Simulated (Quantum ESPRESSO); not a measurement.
Runs of Quantum ESPRESSO 7.5 on AlNi. Symmetry: Pm-3m, No. 221, cubic system. The conventional cell has a = 2.881 Å, b = 2.881 Å, c = 2.881 Å, α = 90.00°, β = 90.00°, γ = 90.00°. Around Ni (site symmetry m-3m) lie 8 Al at 2.50 Å. Al (site symmetry m-3m) has 8 Ni at 2.50 Å as nearest neighbours. 

```csv
task,level,potentials or basis,U,cell,k mesh,smearing,form of the LDA correlation,k mesh for the Wannier functions,start of the occupations,hubbard projectors,q mesh,gap on the mesh (eV),pressure (GPa),moment (μB)
phonons,PBE,GBRV 1.5 PBE,-,relaxed,9 × 9 × 9,gaussian 0.136 eV,-,-,-,-,-,none,0.1,0.00
phonons,LDA,GBRV 1.5 LDA,-,relaxed,9 × 9 × 9,methfessel-paxton 0.136 eV,PZ81,-,-,-,-,none,-0.1,0.00
Wannier functions,PBE,GBRV 1.5 PBE,-,as given,7 × 7 × 7,fermi-dirac 0.05 eV,-,5 × 5 × 5,-,-,-,none,2.1,0.00
phonons,PBEsol,GBRV 1.5 PBEsol,-,relaxed,9 × 9 × 9,methfessel-paxton 0.136 eV,-,-,-,-,-,none,-0.1,0.00
Hubbard U by linear response,PBE+U,GBRV 1.5 PBE,Ni d U = 4 eV,as given,8 × 8 × 8,cold 0.272 eV,-,-,default,ortho-atomic,2 × 2 × 2,none,(a),0.00
```

Alike in all rows: spin collinear, ferromagnetic start; cutoff (eV) 612.

Estimate the missing entries.

(a) 1.5.

Caveats: the mesh is thin for the phonons of a metal (some runs); the U is typed as a test and isn't derived for this compound (some runs).

A gap of «none» marks a metal or a gap under the smearing width.
